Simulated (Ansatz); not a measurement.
TiSi2:

```
CELL_PARAMETERS angstrom
0.00000 4.11752 4.26290
2.38951 0.00000 4.26290
2.38951 4.11752 0.00000
ATOMIC_POSITIONS crystal
Ti 0.75000 0.75000 0.75000
Ti 0.50000 0.50000 0.50000
Si 0.41257 0.08743 0.41257
Si 0.08743 0.41257 0.08743
Si 0.16257 0.83743 0.16257
Si 0.83743 0.16257 0.83743
```

The cell is a database's computed one.

Program: Ansatz 0.2.0. Alike in all runs: task projected density of states; potentials or basis Ansatz PAW; no spin polarisation; cell as given; k mesh 7 × 7 × 7; smearing fermi-dirac 0.05 eV.

Q: Order these runs on this cell by their pressure, lowest first.
A. level BLYP; cutoff (eV) 420
B. level PBEsol; cutoff (eV) 420
C. level r2SCAN; cutoff (eV) 500
D. level LDA; cutoff (eV) 420
E. level RPBE; cutoff (eV) 420

A: D (-5.1 GPa), B (-2.0 GPa), C (-0.2 GPa), E (4.7 GPa), A (8.9 GPa).

Caveats: the PAW data sets come from PBE, with cores solved anew for the run's functional, which leaves a small shift of forces and pressure; the density of states is complete only up to the lowest level of the last band computed.

Runs at the PBE level aren't shown here.
